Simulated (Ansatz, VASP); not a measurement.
# One calculation of SnTe, two programs

INCAR

```
PREC = Accurate ; ENCUT = 600
EDIFF = 1E-7 ; ISMEAR = -1
SIGMA = 0.05 ; LREAL = False
LASPH = True ; NELM = 100
ALGO = Normal ; ISIF = 3
LWAVE = False ; LCHARG = False
GGA = PE ; IBRION = 2
NSW = 60 ; EDIFFG = -0.01
```

The input KPOINTS:

```
Automatic mesh
0
Gamma
  7 7 7
```

File POSCAR:

```
SnTe
1.0
    0.0000000000      3.1508500000      3.1508500000
    3.1508500000      0.0000000000      3.1508500000
    3.1508500000      3.1508500000      0.0000000000
Te Sn
1 1
Direct
    0.5000000000      0.5000000000      0.5000000000
    0.0000000000      0.0000000000      0.0000000000
```

input.yaml

```yaml
crystal:
  lattice:
    - [0.0, 3.15085, 3.15085]
    - [3.15085, 0.0, 3.15085]
    - [3.15085, 3.15085, 0.0]
  atoms:
    - { symbol: Te, position: [0.5, 0.5, 0.5] }
    - { symbol: Sn, position: [0.0, 0.0, 0.0] }
hamiltonian:
  xc: pbe
  pseudopotentials: { kind: paw }
kpoints:
  mp_grid: { grid: [7, 7, 7] }
scf:
  occupations: { method: fermi_dirac, width: 0.05 }
output:
  forces: true
  stress: true
  eigenvalues: true
relax:
  f_tol: 0.01
  max_steps: 40
  cell: { stress_tol: 0.05 }
```

Alike in both runs: task relaxation of cell and atoms; functional PBE; k mesh 7 × 7 × 7; occupations fermi-dirac, width 0.05 eV; no spin polarisation.

|  | VASP | Ansatz |
| --- | --- | --- |
| version | VASP 6.6.1 | Ansatz 0.2.0 |
| potentials or method | VASP PAW PBE potentials, release 64 (Te, Sn_d) | Ansatz PAW |
| plane-wave cutoff (eV) | 600 | 420 |
| valence electrons in the cell | 20 | 30 |

|  | VASP | Ansatz | Ansatz less VASP |
| --- | --- | --- | --- |
| gap on the k mesh at the Fermi level, each at its own relaxed structure (eV) | 0.66 | 0.66 | +0.001 |
| relaxed volume (Å³/atom) | 32.86 | 32.87 | +0.013 |
| relaxed cell length with the largest relative difference (Å) | 4.530 | 4.530 | +0.0006 |
| energy change over the relaxation (meV/atom) | -11 | -11 | -0.1 |

The two sets of potentials don't hold the same shells in valence.

Caveats: the plane-wave basis is chosen anew once the cell has moved, so the energies of steps on either side of that aren't comparable (Ansatz). Zero-point motion and thermal expansion aren't in these numbers. PBE usually gives volumes a little too large and moduli too small.
